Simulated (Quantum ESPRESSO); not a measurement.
# C (C2/m) in Quantum ESPRESSO: reference runs

Aim: a first look at C with PBE, on the cell as given and on a disturbed one.

Program: Quantum ESPRESSO 7.5. These are calculated values, not measurements. Logs are shortened: lines on timing, memory, paths and dates and some standing lists are left out, and cuts for length are marked.

## (1) The structure

Symmetry: C2/m, No. 12, monoclinic system. The conventional cell has a = 4.255 Å, b = 2.457 Å, c = 3.765 Å, α = 90.00°, β = 111.49°, γ = 90.00°. Around C (site symmetry m) lie 3 C at 1.42 Å.

This is a stacking variant of graphite.

## (2) Single point, PBE

pw.in reads:

```
&CONTROL
  calculation = 'scf'
  prefix = 'pwscf'
  outdir = './tmp'
  pseudo_dir = './pseudo'
  tprnfor = .true.
  tstress = .true.
  disk_io = 'nowf'
/
&SYSTEM
  ibrav = 0
  nat = 2
  ntyp = 1
  ecutwfc = 55
  ecutrho = 440
  nbnd = 9
  occupations = 'smearing'
  smearing = 'fd'
  degauss = 0.00367493
/
&ELECTRONS
  conv_thr = 4d-10
  electron_maxstep = 120
  mixing_beta = 0.5
/
ATOMIC_SPECIES
C     12.0110 C.pbe-n-kjpaw_psl.1.0.0.UPF
CELL_PARAMETERS angstrom
   2.1273203072   -1.2282824400    0.0000000000
   2.1273203072    1.2282824400    0.0000000000
  -1.3790696309    0.0000000000    3.5028300786
ATOMIC_POSITIONS crystal
C      0.1666444700    0.1666444700    0.9999069600
C      0.8333555300    0.8333555300    0.0000930400
K_POINTS automatic
13 13 8 0 0 0
```

Potentials or basis: SSSP 1.3 efficiency PBE.

Started as:

```bash
> OMP_NUM_THREADS=1 pw.x -in pw.in > pw.out
```

pw.out:

```text
This program is part of the open-source Quantum ESPRESSO suite
     for quantum simulation of materials; please cite
         "P. Giannozzi et al., J. Phys.:Condens. Matter 21 395502 (2009);
         "P. Giannozzi et al., J. Phys.:Condens. Matter 29 465901 (2017);
         "P. Giannozzi et al., J. Chem. Phys. 152 154105 (2020);
     in publications or presentations arising from this work. More details at

     file C.pbe-n-kjpaw_psl.1.0.0.UPF: wavefunction(s)  2S 2P renormalized
     Message from routine setup:
     using ibrav=0 with symmetry is DISCOURAGED, use correct ibrav instead

     G-vector sticks info
     --------------------
     sticks:   dense  smooth     PW     G-vecs:    dense   smooth      PW
     Sum         649     313    121                19257     6741    1411

     Using Slab Decomposition

     bravais-lattice index     =            0
     lattice parameter (alat)  =       4.6420  a.u.
     unit-cell volume          =     123.5312 (a.u.)^3
     number of atoms/cell      =            2
     number of atomic types    =            1
     number of electrons       =         8.00
     number of Kohn-Sham states=            9
     kinetic-energy cutoff     =      55.0000  Ry
     charge density cutoff     =     440.0000  Ry
     scf convergence threshold =      4.0E-10
     mixing beta               =       0.5000
     number of iterations used =            8  plain     mixing
     Exchange-correlation= SLA  PW   PBX  PBC
                           (   1   4   3   4   0   0   0)

     celldm(1)=   4.642027  celldm(2)=   0.000000  celldm(3)=   0.000000
     celldm(4)=   0.000000  celldm(5)=   0.000000  celldm(6)=   0.000000

     crystal axes: (cart. coord. in units of alat)
               a(1) = (   0.866012  -0.500022   0.000000 )
               a(2) = (   0.866012   0.500022   0.000000 )
               a(3) = (  -0.561407   0.000000   1.425970 )

     reciprocal axes: (cart. coord. in units 2 pi/alat)
               b(1) = (  0.577359 -0.999955  0.227307 )
               b(2) = (  0.577359  0.999955  0.227307 )
               b(3) = ( -0.000000  0.000000  0.701277 )

     PseudoPot. # 1 for C  read from file:
     C.pbe-n-kjpaw_psl.1.0.0.UPF
     Pseudo is Projector augmented-wave + core cor, Zval =  4.0
     Generated using "atomic" code by A. Dal Corso  v.5.1
     Shape of augmentation charge: PSQ
     Using radial grid of 1073 points,  4 beta functions with:
                l(1) =   0
                l(2) =   0
                l(3) =   1
                l(4) =   1
     Q(r) pseudized with 0 coefficients

     atomic species   valence    mass     pseudopotential
     C                 4.00    12.01100     C ( 1.00)

      4 Sym. Ops., with inversion, found

   Cartesian axes

     site n.     atom                  positions (alat units)
         1        C      tau(   1) = (  -0.2727219   0.0000000   1.4258371  )
         2        C      tau(   2) = (   1.4433403  -0.0000000   0.0001327  )

     number of k points=   371  Fermi-Dirac smearing, width (Ry)=  0.0037

     Number of k-points >= 100: set verbosity='high' to print them.

     Dense  grid:    19257 G-vectors     FFT dimensions: (  32,  32,  48)

     Smooth grid:     6741 G-vectors     FFT dimensions: (  24,  24,  36)

     Check: negative core charge=   -0.000002

     Initial potential from superposition of free atoms

     starting charge       7.9999, renormalised to       8.0000
     Starting wfcs are    8 randomized atomic wfcs +    1 random wfcs

     Self-consistent Calculation

     iteration #  1     ecut=    55.00 Ry     beta= 0.50
     Davidson diagonalization with overlap
     ethr =  1.00E-02,  avg # of iterations =  4.6

     total energy              =     -36.87788232 Ry
     estimated scf accuracy    <       0.19664997 Ry

     iteration #  2     ecut=    55.00 Ry     beta= 0.50
     Davidson diagonalization with overlap
     ethr =  2.46E-03,  avg # of iterations =  1.5

     total energy              =     -36.88347914 Ry
     estimated scf accuracy    <       0.01819366 Ry

     iteration #  3     ecut=    55.00 Ry     beta= 0.50
     Davidson diagonalization with overlap
     ethr =  2.27E-04,  avg # of iterations =  3.0

     total energy              =     -36.88618878 Ry
     estimated scf accuracy    <       0.00051889 Ry

     iteration #  4     ecut=    55.00 Ry     beta= 0.50
     Davidson diagonalization with overlap
     ethr =  6.49E-06,  avg # of iterations =  3.3

     total energy              =     -36.88622102 Ry
     estimated scf accuracy    <       0.00003791 Ry

     iteration #  5     ecut=    55.00 Ry     beta= 0.50
     Davidson diagonalization with overlap
     ethr =  4.74E-07,  avg # of iterations =  2.2

     total energy              =     -36.88622836 Ry
     estimated scf accuracy    <       0.00000063 Ry

     iteration #  6     ecut=    55.00 Ry     beta= 0.50
     Davidson diagonalization with overlap
     ethr =  7.93E-09,  avg # of iterations =  1.9

     total energy              =     -36.88622845 Ry
     estimated scf accuracy    <       0.00000005 Ry

     iteration #  7     ecut=    55.00 Ry     beta= 0.50
     Davidson diagonalization with overlap
     ethr =  6.04E-10,  avg # of iterations =  2.0

     End of self-consistent calculation

     Number of k-points >= 100: set verbosity='high' to print the bands.

     the Fermi energy is     6.6812 ev

!    total energy              =     -36.88622846 Ry
     total all-electron energy =      -152.414424 Ry
     estimated scf accuracy    <          4.6E-11 Ry
     smearing contrib. (-TS)   =      -0.00000008 Ry
     internal energy E=F+TS    =     -36.88622838 Ry

     The total energy is F=E-TS. E is the sum of the following terms:
     one-electron contribution =      -6.86000518 Ry
     hartree contribution      =       7.50926744 Ry
     xc contribution           =      -9.29611509 Ry
     ewald contribution        =     -15.90471635 Ry
     one-center paw contrib.   =     -12.33465921 Ry

     convergence has been achieved in   7 iterations

     Forces acting on atoms (cartesian axes, Ry/au):

     atom    1 type  1   force =    -0.00006294    0.00000000    0.00017060
     atom    2 type  1   force =     0.00006294   -0.00000000   -0.00017060

     Total force =     0.000257     Total SCF correction =     0.000001

     Computing stress (Cartesian axis) and pressure

          total   stress  (Ry/bohr**3)                   (kbar)     P=       38.71
   0.00032783  -0.00000000  -0.00000201           48.23       -0.00       -0.30
   0.00000000   0.00032295   0.00000000            0.00       47.51        0.00
  -0.00000201  -0.00000000   0.00013861           -0.30       -0.00       20.39

=------------------------------------------------------------------------------=
   JOB DONE.
=------------------------------------------------------------------------------=
```

Wall time 33 s (1 thread of Arm Neoverse V1, shared host); peak memory 0.09 GiB.

What came out:

* Free energy: -501.8627 eV
* Pressure: 3.9 GPa
* Largest force: 0.005 eV/Å
* Band gap on the k mesh: 0.93 eV, indirect (least direct gap 0.94 eV)

Forces in eV/Å, atoms in the order of the input:
```
C   -0.002  0.000  0.004
C    0.002  0.000 -0.004
```

Caveat: an odd mesh through Γ misses points on the zone boundary, where band edges often lie; this functional lacks dispersion, which binds the layers, so the pressure and a relaxed spacing across them are unreliable.

## (3) Single point, PBE (atoms moved at random, drawn with an rms of 0.05 Å)

pw.in, as its differences from that of step 2:

```diff
@@ -32,4 +32,4 @@
 ATOMIC_POSITIONS crystal
-C      0.1666444700    0.1666444700    0.9999069600
-C      0.8333555300    0.8333555300    0.0000930400
+C      0.1515330000    0.1857670000    1.0020710000
+C      0.8376840000    0.8408800000    0.0065240000
 K_POINTS automatic
```

Potentials or basis: SSSP 1.3 efficiency PBE.

Started as:

```bash
> OMP_NUM_THREADS=1 pw.x -in pw.in > pw.out
```

Wall time 60 s (1 thread of Arm Neoverse V1, shared host); peak memory 0.12 GiB.

The run converged. Its results:

| Quantity | Value |
| --- | --- |
| Free energy | -501.8181 eV |
| Pressure | 4.5 GPa |
| Largest force | 2.146 eV/Å |
| Band gap on the k mesh | 0.50 eV, direct |

Forces on the atoms (eV/Å):
```
C    0.519 -2.068  0.251
C   -0.519  2.068 -0.251
```

Stress tensor (GPa, compression positive):
```
 7.01  4.22 -0.10
 4.22  4.61  0.30
-0.10  0.30  1.96
```

Levels at points of the mesh, in eV from the valence-band top:
| k point | band 1 | band 2 | band 3 | band 4 | band 5 | band 6 | band 7 | band 8 | band 9 |
| --- | --- | --- | --- | --- | --- | --- | --- | --- | --- |
| (0.00, 0.00, 0.00) | -19.49 | -6.64 | -3.39 | -2.18 | 4.13 | 7.87 | 9.45 | 11.74 | 13.09 |
| (0.00, 0.00, -0.50) | -19.28 | -8.20 | -3.40 | -2.19 | 7.84 | 9.42 | 9.75 | 11.87 | 12.94 |

Caveat: an odd mesh through Γ misses points on the zone boundary, where band edges often lie.
